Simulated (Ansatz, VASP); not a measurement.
SrO: VASP beside Ansatz

File INCAR:

```
PREC = Accurate
ENCUT = 520
EDIFF = 1E-6
ISMEAR = 0
SIGMA = 0.02
LREAL = F
LASPH = T
NELM = 60
ALGO = Normal
ISIF = 2
LWAVE = F
LCHARG = F
GGA = PE
NBANDS = 15
```

KPOINTS

```
regular mesh
0
Gamma
  9 9 8
```

POSCAR

```
SrO
1.0
    3.3154523536      0.0000000000      0.0000000000
   -1.6577261768      2.8712659633      0.0000000000
    0.0000000000      0.0000000000      3.0239238096
Sr O
1 1
Direct
    0.0000000000      0.0000000000      0.0000000000
    0.3333333300      0.6666666700      0.5000000000
```

Input for Ansatz:

```yaml
crystal:
  lattice:
    - [3.3154523536, 0.0, 0.0]
    - [-1.6577261768, 2.8712659633, 0.0]
    - [0.0, 0.0, 3.0239238096]
  atoms:
    - { symbol: Sr, position: [0.0, 0.0, 0.0] }
    - { symbol: O, position: [0.33333333, 0.66666667, 0.5] }
basis:
  ecutwfc: 420
kpoints:
  mp_grid: { grid: [9, 9, 8] }
hamiltonian:
  xc: pbe
scf:
  occupations: { method: gaussian, width: 0.02 }
output:
  forces: true
  stress: true
  eigenvalues: true
  populations: true
```

Alike in both runs: task single point; functional PBE; k mesh 9 × 9 × 8; occupations gaussian, width 0.02 eV; no spin polarisation.

|  | VASP | Ansatz |
| --- | --- | --- |
| version | VASP 6.6.1 | Ansatz 0.2.0 |
| potentials or method | VASP PAW PBE potentials, release 64 (Sr_sv, O) | scalar-relativistic, plane waves, PAW |
| plane-wave cutoff (eV) | 520 | 420 |
| valence electrons in the cell | 16 | 16 |

|  | VASP | Ansatz | Ansatz less VASP |
| --- | --- | --- | --- |
| gap on the k mesh at the Fermi level (eV) | 3.02 | 3.06 | +0.043 |
| least direct gap on the mesh (eV) | 3.02 | 3.06 | +0.043 |
| pressure (GPa) | 23.4 | 22.0 | -1.31 |
| largest component of the traceless stress (GPa) | 2.37 | 2.15 | -0.216 |

With one functional, cell and mesh, what is left measures potentials, basis and numerics.

Caveats: so large a pressure means that the cell lies far from this level's equilibrium, or that cutoff or potentials fall short (VASP); an odd mesh through Γ misses points on the zone boundary, where band edges often lie.
